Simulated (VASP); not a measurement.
A run of VASP 6.6.1 is set up as follows.

Contents of INCAR:

```
SYSTEM = SrTiO3
PREC = Accurate
ENCUT = 600
EDIFF = 1E-7
ISMEAR = 0
SIGMA = 0.03
LREAL = .False.
LASPH = .True.
NELM = 80
ALGO = Normal
ISIF = 3
LWAVE = .False.
LCHARG = .False.
GGA = PE
IBRION = 2
NSW = 90
EDIFFG = -0.005
```

Contents of KPOINTS:

```
Automatic mesh
0
Gamma
  8 8 8
  0 0 0
```

POSCAR

```
SrTiO3                                  
1.0
    3.9402048293     -0.0000000000     -0.0000000000
   -0.0000000000      3.9402048293     -0.0000000000
    0.0000000000      0.0000000000      3.9402048293
  Sr              Ti              O             
     1     1     3
Direct
     0.5000000000000000    0.5000000000000000    0.5000000000000000
     0.0000000000000000    0.0000000000000000    0.0000000000000000
     0.5000000000000000    0.0000000000000000    0.0000000000000000
     0.0000000000000000    0.5000000000000000    0.0000000000000000
     0.0000000000000000    0.0000000000000000    0.5000000000000000
```

Potentials or basis: VASP PAW PBE potentials, release 64 (Sr_sv, Ti_sv, O).

Run with:

```bash
$ cat potpaw_PBE.64/Sr_sv/POTCAR potpaw_PBE.64/Ti_sv/POTCAR potpaw_PBE.64/O/POTCAR > POTCAR
$ mpirun -np 1 vasp_std > vasp.out
```

Problem. What does it give for the band gap on the k mesh?

Solution. 1.81 eV, indirect (least direct gap 2.18 eV).

Final structure:
```cif
data_structure
_symmetry_space_group_name_H-M 'P 1'
_symmetry_Int_Tables_number 1
_cell_length_a 3.9402
_cell_length_b 3.9402
_cell_length_c 3.9402
_cell_angle_alpha 90.000
_cell_angle_beta 90.000
_cell_angle_gamma 90.000
_cell_volume 61.17
loop_
_atom_site_label
_atom_site_type_symbol
_atom_site_fract_x
_atom_site_fract_y
_atom_site_fract_z
_atom_site_occupancy
Sr1 Sr 0.50000 0.50000 0.50000 1
Ti1 Ti 0.00000 0.00000 0.00000 1
O1 O 0.50000 0.00000 0.00000 1
O2 O 0.00000 0.50000 0.00000 1
O3 O 0.00000 0.00000 0.50000 1
```

Caveat: the relaxation stopped at its first step, so nothing moved. A k mesh can miss the band edges.
